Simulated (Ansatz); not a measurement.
Input and command of a calculation in Ansatz (plane waves; scalar-relativistic PAW potentials unless the input names others):

```yaml
crystal:
  lattice:
    - [3.715581434, 0.0, 0.0]
    - [-1.857790717, 3.2177879117, 0.0]
    - [0.0, 0.0, 5.7007579]
  atoms:
    - { symbol: Na, position: [0.3333333333, 0.6666666667, 0.25] }
    - { symbol: Na, position: [0.6666666667, 0.3333333333, 0.75] }
basis:
  ecutwfc: 420
kpoints:
  mp_grid: { grid: [15, 14, 9] }
hamiltonian:
  xc: pbesol
scf:
  occupations: { method: gaussian, width: 0.1 }
  max_iter: 75
output:
  forces: true
  eigenvalues: true
  stress: true
```

```bash
ansatz run input.yaml --threads 1 --pin off --max-ram 1331MiB --backend cpu --events-out ev --progress --plain --runs-dir out
```

Abridged log:
```
Warning: crystal.symmetry: narrowed to the stabiliser of the k-point mesh — unitary ops 24 → 4; excluded 20 operations that carry a point of the 15×14×9 mesh (shift [0, 0, 0]) off the mesh (the run samples exactly the mesh kpoints.mp_grid names, as under crystal.symmetry.detect: false, and its converged state has the mesh's symmetry, not the crystal's; ε∞, the Born charges and the force constants of a linear response (`dielectric:` by the response, `phonons.method: dfpt`) are averaged over those of the crystal's operations that the state keeps within a tolerance, where `mesh_tensors`, `unavera ...
Basis set: ecut = 420 eV, 1339 PW (Γ), exchange–correlation on 50×50×80 points (8 copies of the dense FFT grid, shifted against one another)
Bands: 13, of which v1, the nominal top of the filled ones, is band 9 counted from 1 (8 counted from 0)
Symmetry: 4 space group operations
k-points: 530 of 1890
SCF iter   1: F=—  HF=-2951.728849 eV  |F-HF|=—  |Δ(HF+E_count)|=         —  Δρ=1.77e-3  dr2=9.61e-4  ethr=1.77e-3  ⟨swp⟩=4.2  Hψ=34783  notcnv=0
SCF iter   2: F=—  HF=-2951.727373 eV  |F-HF|=—  |Δ(HF+E_count)|=   1.48e-3  Δρ=6.44e-4  dr2=1.89e-4  ethr=5.34e-6  ⟨swp⟩=2.8  Hψ=15657  notcnv=0
SCF iter   3: F=—  HF=-2951.727326 eV  |F-HF|=—  |Δ(HF+E_count)|=   4.71e-5  Δρ=1.48e-4  dr2=9.87e-6  ethr=1.05e-6  ⟨swp⟩=2.0  Hψ=11076  notcnv=0
SCF iter   4: F=—  HF=-2951.727302 eV  |F-HF|=—  |Δ(HF+E_count)|=   2.35e-5  Δρ=9.30e-5  dr2=2.20e-6  ethr=5.49e-8  ⟨swp⟩=2.0  Hψ=11523  notcnv=0
SCF iter   5: F=—  HF=-2951.727301 eV  |F-HF|=—  |Δ(HF+E_count)|=   1.89e-6  Δρ=2.67e-5  dr2=1.80e-7  ethr=1.22e-8  ⟨swp⟩=2.0  Hψ=11076  notcnv=0
SCF iter   6: F=-2951.727300 eV  HF=-2951.727300 eV  |F-HF|=6.25e-9  |Δ(HF+E_count)|=   1.66e-7  Δρ=3.76e-6  dr2=3.57e-9  ethr=5.56e-10  ⟨swp⟩=4.3  Hψ=23195  notcnv=0
SCF 1 converged in 6 iterations: F = -2951.727300 eV  dr2 = 3.57e-9
SCF converged after 6 iterations
Free energy (F): -2951.727300 eV
Harris-Foulkes:  -2951.727300 eV  (|F-HF|=6.25e-9)
Internal energy: -2951.722787 eV  (E = F + TS)
E sigma→0 (E₀):  -2951.725044 eV
Entropy (-TS):   -0.004514 eV (-2.257 meV/atom)
Fermi energy:    2.091279 eV
--- Forces (eV/Å), atoms counted from 1 ---
  atom   1  Na    -0.00006742    -0.00001965     0.00000000
  atom   2  Na     0.00006742     0.00001965     0.00000000
--- Stress (GPa, compression-positive) ---
        0.389482       0.048081       0.000000
        0.048081       0.269605       0.000000
        0.000000       0.000000       1.116882
  P = ⅓ Tr σ = 0.5920 GPa (5.920 kbar)
```

One setting here is unusual or wrong in general: a mesh that breaks the symmetry (kpoints.mp_grid.grid: [15, 15, 8] → [15, 14, 9]). For this cell it did little harm to the result: the run converged in 6 SCF iterations (reference: 6) with an energy at zero smearing 0.27 meV/atom below the reference's, pressure 0.59 GPa, largest force 0.000 eV/Å, no gap on the mesh. The program drops the symmetry operations that the mesh breaks, which leaves more k-points to solve, 530 here. The stress tensor, though, breaks the crystal's symmetry by up to 0.06 GPa, which comes from the mesh. A reference run from the same start on usual settings converged with pressure 0.59 GPa, largest force 0.000 eV/Å, no gap on the mesh.